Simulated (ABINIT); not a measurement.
# InSe (R3m) in ABINIT: further runs

One crystal, InSe, is run at these levels: LDA-PZ, LDA-Teter, LDA-VWN, LDA; tasks: band structure.

Program: ABINIT 10.8.3 (patched build). These are calculated values, not measurements. Logs are shortened: lines on timing, memory, paths and dates and some standing lists are left out, and cuts for length are marked. The log counts tension as positive stress, the text compression.

**Measured values to compare with.**

“The Interaction of Hydrogen with the van der Waals Crystal γ-InSe”, 2020, pmc:7321205 reports, for a bulk crystal of InSe at 300 K: band gap 1.25 eV.

How close the calculation comes is told below.

### Step 1. Starting point

It takes space group R3m (No. 160, trigonal). Conventional cell: a = 4.000 Å, b = 4.000 Å, c = 25.320 Å, α = 90.00°, β = 90.00°, γ = 120.00°. In (site symmetry 3m) is surrounded by 3 Se at 2.63 Å and 1 In at 2.82 Å. Around In (site symmetry 3m) lie 3 Se at 2.64 Å and 1 In at 2.82 Å. Se (site symmetry 3m) has 3 In at 2.63 Å as nearest neighbours. Se (site symmetry 3m) has 3 In at 2.64 Å as nearest neighbours.

### Step 2. Band structure, LDA-PZ

Contents of run.abi:

```
# Datasets: ground state, then fixed potential
ndtset 2

# Pseudopotentials
pp_dirpath "./"
pseudos "In.LDA_PW-JTH_sp.xml, Se.LDA_PW-JTH.xml"

# Structure
acell 16.5355823142 16.5355823142 16.5355823142
rprim
     0.2285648112     0.1319619553     0.9645435031
    -0.2285648112     0.1319619553     0.9645435031
     0.0000000000    -0.2639239105     0.9645435031
ntypat 2
znucl 49 34
natom 4
typat 1 1 2 2
xred
     0.8886000000     0.8886000000     0.8886000000
     0.0000000000     0.0000000000     0.0000000000
     0.1719000000     0.1719000000     0.1719000000
     0.3835000000     0.3835000000     0.3835000000

# Plane-wave basis
ecut 408.170794 eV
pawecutdg 30.0
pawovlp 30

# Exchange and correlation
ixc 2

# Bands and occupations
occopt 3
tsmear 0.00183747

# SCF cycle
nstep 100

# Output
iomode 3
prtwf 0
prteig 0
prtebands 0
enunit 1
prtden1 1
prtvha1 1
prtvclmb1 1
prtpot1 1

# Dataset 1
kptopt1 1
ngkpt1 8 8 8
nshiftk1 1
shiftk1 0.0 0.0 0.0
nband1 13
tolvrs1 1.0e-9

# Dataset 2: bands along G-L-B1
iscf2 -2
getden2 1
nband2 19
nbdbuf2 4
tolwfr2 1.0e-11
kptopt2 -2
ndivsm2 5
prteig2 1
kptbounds2
     0.0000000000     0.0000000000     0.0000000000
     0.5000000000     0.0000000000     0.0000000000
     0.5000000000     0.1791451724    -0.1791451724
```

Potentials or basis: JTH PAW LDA v2.0 sp.

Run with:

```sh
$ abinit run.abi > log 2>&1
```

run.abo:

```text
.Version 10.8.3 of ABINIT
 DATASET    1 : space group R3 m (#160); Bravais hR (rhombohedral)
================================================================================
 Values of the parameters that define the memory need for DATASET  1.
     intxc =       0    ionmov =       0      iscf =      17    lmnmax =      13
     lnmax =       5     mgfft =      60  mpssoang =       3    mqgrid =    3001
     natom =       4  nloc_mem =       2    nspden =       1   nspinor =       1
    nsppol =       1      nsym =       6    n1xccc =       1    ntypat =       2
    occopt =       3   xclevel =       1
       mpw =        2215          nfft =      216000          nkpt =          65
 PAW method is used; the additional fine FFT grid is defined by:
   mgfftf=        90    nfftf =    729000
================================================================================
================================================================================

 DATASET    2 : space group R3 m (#160); Bravais hR (rhombohedral)
================================================================================
 Values of the parameters that define the memory need for DATASET  2.
     intxc =       0    ionmov =       0      iscf =      -2    lmnmax =      13
     lnmax =       5     mgfft =      60  mpssoang =       3    mqgrid =    3001
     natom =       4  nloc_mem =       2    nspden =       1   nspinor =       1
    nsppol =       1      nsym =       6    n1xccc =       1    ntypat =       2
    occopt =       3   xclevel =       1
       mpw =        2222          nfft =      216000          nkpt =          14
 PAW method is used; the additional fine FFT grid is defined by:
   mgfftf=        90    nfftf =    729000
================================================================================
================================================================================

--------------------------------------------------------------------------------
------------- Echo of variables that govern the present computation ------------
--------------------------------------------------------------------------------
 -outvars: echo values of preprocessed input variables --------
            acell      1.6535582314E+01  1.6535582314E+01  1.6535582314E+01 Bohr
              amu      1.14820000E+02  7.89600000E+01
             ecut      1.50000000E+01 Hartree
           enunit           1
           getden1          0
           getden2          1
             iscf1         17
             iscf2         -2
                       outvar_i_n : Printing only first  50 k-points.
              ixc           2
           jdtset        1    2
                       outvar_i_n : Printing only first  50 k-points.
           kptopt1          1
           kptopt2         -2
[... 482 lines left out ...]
       0.888600000000      0.888600000000      0.888600000000
       0.000000000000      0.000000000000      0.000000000000
       0.171900000000      0.171900000000      0.171900000000
       0.383500000000      0.383500000000      0.383500000000

 cartesian coordinates (angstrom) at end:
    1     -0.00000000000000     0.00000000077755    22.49935198374217
    2      0.00000000000000     0.00000000000000     0.00000000000000
    3      0.00000000000000     0.00000000015042     4.35250799685492
    4     -0.00000000000000     0.00000000033557     9.71021999298349
 length scales= 16.535582314200 16.535582314200 16.535582314200 bohr
              =  8.750253323749  8.750253323749  8.750253323749 angstroms
 Eigenvalues (   eV  ) for nkpt=  14  k points:
 kpt#   1, nband= 19, wtk=  1.00000, kpt=  0.0000  0.0000  0.0000 (reduced coord)
 -14.02649  -13.70025   -6.72369   -3.90751   -1.94269   -1.68491   -1.68491   -1.58706
  -1.58706    1.22603    1.54994    3.97556    3.97556    4.72094    5.02808    5.02808
   7.03757    8.23890    8.60885
 kpt#   2, nband= 19, wtk=  1.00000, kpt=  0.0625  0.0000  0.0000 (reduced coord)
 -13.99814  -13.67532   -6.69487   -3.97386   -2.17563   -1.81962   -1.74132   -1.63116
  -1.56811    1.35014    1.79804    3.71575    4.02159    4.70601    4.91854    5.12583
   7.11739    7.89821    8.54873
 kpt#   3, nband= 19, wtk=  1.00000, kpt=  0.1250  0.0000  0.0000 (reduced coord)
 -13.91516  -13.60280   -6.61526   -4.18273   -2.73806   -2.08846   -1.88890   -1.75734
  -1.49688    1.58192    2.26006    3.26387    4.13738    4.36378    5.06820    5.38463
   6.69592    8.00149    8.48637
 kpt#   4, nband= 19, wtk=  1.00000, kpt=  0.1875  0.0000  0.0000 (reduced coord)
 -13.78410  -13.48981   -6.51008   -4.53246   -3.38104   -2.31497   -2.08550   -1.94078
  -1.41139    1.69844    2.12938    3.39972    3.94901    4.26851    5.49013    5.70776
   6.24048    7.72156    8.42923
 kpt#   5, nband= 19, wtk=  1.00000, kpt=  0.2500  0.0000  0.0000 (reduced coord)
[... 25 lines left out ...]
  -1.93894    1.29337    1.85185    3.16594    3.78900    4.01761    5.10652    6.36658
   7.27825    7.84973    8.71043
 kpt#  12, nband= 19, wtk=  1.00000, kpt=  0.5000  0.1075 -0.1075 (reduced coord)
 -12.97004  -12.88454   -6.74991   -6.00557   -4.07224   -3.92740   -3.31356   -2.50081
  -1.93127    1.61234    1.83072    2.84577    3.94081    4.56028    5.29027    6.50735
   7.47184    7.71694    8.35911
 kpt#  13, nband= 19, wtk=  1.00000, kpt=  0.5000  0.1433 -0.1433 (reduced coord)
 -12.91994  -12.86861   -6.70009   -5.98124   -4.35447   -4.14166   -3.14576   -2.52312
  -1.99972    1.47858    1.89114    2.80538    3.92774    5.14156    5.92170    6.38662
   7.46919    7.65504    8.03361
 kpt#  14, nband= 19, wtk=  1.00000, kpt=  0.5000  0.1791 -0.1791 (reduced coord)
 -12.89521  -12.88314   -6.69453   -5.98631   -4.43597   -4.12171   -2.92314   -2.62977
  -2.13166    1.29210    1.97579    2.97015    3.97150    5.25584    5.98382    6.40798
   7.11200    7.72701    8.44503

== END DATASET(S) ==============================================================
================================================================================

 -outvars: echo values of variables after computation  --------
            acell      1.6535582314E+01  1.6535582314E+01  1.6535582314E+01 Bohr
           etotal1    -2.3688289278E+01
            fcart1     7.2120456241E-19  1.0449925616E-18  9.1330039713E-03
                      -3.7717643477E-18 -1.7864308103E-18 -8.7594018470E-03
                       1.8474830854E-18  1.4545472351E-19 -2.6582129558E-03
                       1.2030767000E-18  5.9598352521E-19  2.2846108314E-03
            rprim      2.2856481120E-01  1.3196195530E-01  9.6454350310E-01
                      -2.2856481120E-01  1.3196195530E-01  9.6454350310E-01
                       0.0000000000E+00 -2.6392391050E-01  9.6454350310E-01
           strten1     8.4115402991E-07  8.4115438069E-07  6.0914801806E-05
                      -1.1543094841E-13  0.0000000000E+00  0.0000000000E+00
           xangst     -2.2728615750E-17  7.7754718341E-10  2.2499351984E+01
                       0.0000000000E+00  0.0000000000E+00  0.0000000000E+00
                       2.6997760039E-17  1.5041677894E-10  4.3525079969E+00
                      -1.5492483378E-16  3.3557200399E-10  9.7102199930E+00
             xred      8.8860000000E-01  8.8860000000E-01  8.8860000000E-01
                       0.0000000000E+00  0.0000000000E+00  0.0000000000E+00
                       1.7190000000E-01  1.7190000000E-01  1.7190000000E-01
                       3.8350000000E-01  3.8350000000E-01  3.8350000000E-01
 Calculation completed.
```

Wall time 2.8 min (1 thread of Intel Xeon 6975P-C (Granite Rapids), shared host); peak memory 0.36 GiB.

What came out:

| Item | Value |
| --- | --- |
| Free energy | -644.5912 eV |
| Pressure | -0.6 GPa |
| Largest force | 0.470 eV/Å |
| Band gap on the k mesh | 0.24 eV, direct |
| Band gap along the path | 2.11 eV, indirect (least direct gap 2.66 eV) |

Forces on the atoms (eV/Å):
```
In   0.000  0.000  0.470
In   0.000  0.000 -0.450
Se   0.000  0.000 -0.137
Se   0.000  0.000  0.117
```

Levels at the corners of the path, in eV from the valence-band top:
```tsv
point	band 5	band 6	band 7	band 8	band 9	band 10	band 11	band 12	band 13	band 14
Γ	-0.56	-0.30	-0.30	-0.20	-0.20	2.61	2.94	5.36	5.36	6.11
L	-2.48	-1.39	-1.36	-1.24	-0.67	2.11	2.87	4.55	4.90	5.79
B1	-3.05	-2.74	-1.54	-1.24	-0.75	2.68	3.36	4.36	5.36	6.64
```

Caveat: spin-orbit coupling is left out, which moves the levels of the heavy elements; this set keeps more shells in the core, which shifts pressures and gaps; the atomic spheres overlap.

### Step 3. Band structure, LDA-Teter

run.abi: that of step 2 with these lines changed.

```diff
@@ -24,3 +24,3 @@
 # Plane-wave basis
-ecut 408.170794 eV
+ecut 15.0
 pawecutdg 30.0
@@ -29,3 +29,3 @@
 # Exchange and correlation
-ixc 2
+ixc 1
 
@@ -33,3 +33,3 @@
 occopt 3
-tsmear 0.00183747
+tsmear 0.05 eV
 
@@ -43,7 +43,3 @@
 prtebands 0
-enunit 1
 prtden1 1
-prtvha1 1
-prtvclmb1 1
-prtpot1 1
 
@@ -66,2 +62,3 @@
 prteig2 1
+prtvol2 -3
 kptbounds2
```

Potentials or basis: JTH PAW LDA v2.0 sp.

Run with:

```sh
$ abinit run.abi > log 2>&1
```

Wall time 2.7 min (1 thread of Intel Xeon 6975P-C (Granite Rapids), shared host); peak memory 0.36 GiB.

Results (log left out):

* Free energy: -644.4119 eV
* Pressure: -0.6 GPa
* Largest force: 0.467 eV/Å
* Band gap on the k mesh: 0.24 eV, direct
* Band gap along the path: 2.11 eV, indirect (least direct gap 2.66 eV)

Forces in eV/Å, atoms in the order of the input:
```
In   0.000  0.000  0.467
In   0.000  0.000 -0.448
Se   0.000  0.000 -0.135
Se   0.000  0.000  0.116
```

Stress tensor (GPa, compression positive):
```
 0.01  0.00  0.00
 0.00  0.01  0.00
 0.00  0.00 -1.76
```

Levels at the corners of the path, in eV from the valence-band top:
| point | band 6 | band 7 | band 8 | band 9 | band 10 | band 11 | band 12 | band 13 |
| --- | --- | --- | --- | --- | --- | --- | --- | --- |
| Γ | -0.30 | -0.30 | -0.20 | -0.20 | 2.61 | 2.94 | 5.36 | 5.36 |
| L | -1.39 | -1.36 | -1.24 | -0.67 | 2.11 | 2.87 | 4.55 | 4.89 |
| B1 | -2.73 | -1.54 | -1.24 | -0.75 | 2.68 | 3.36 | 4.35 | 5.36 |

Caveat: spin-orbit coupling is left out, which moves the levels of the heavy elements; this set keeps more shells in the core, which shifts pressures and gaps; the atomic spheres overlap.

(Part 1 of 2 ends here.)
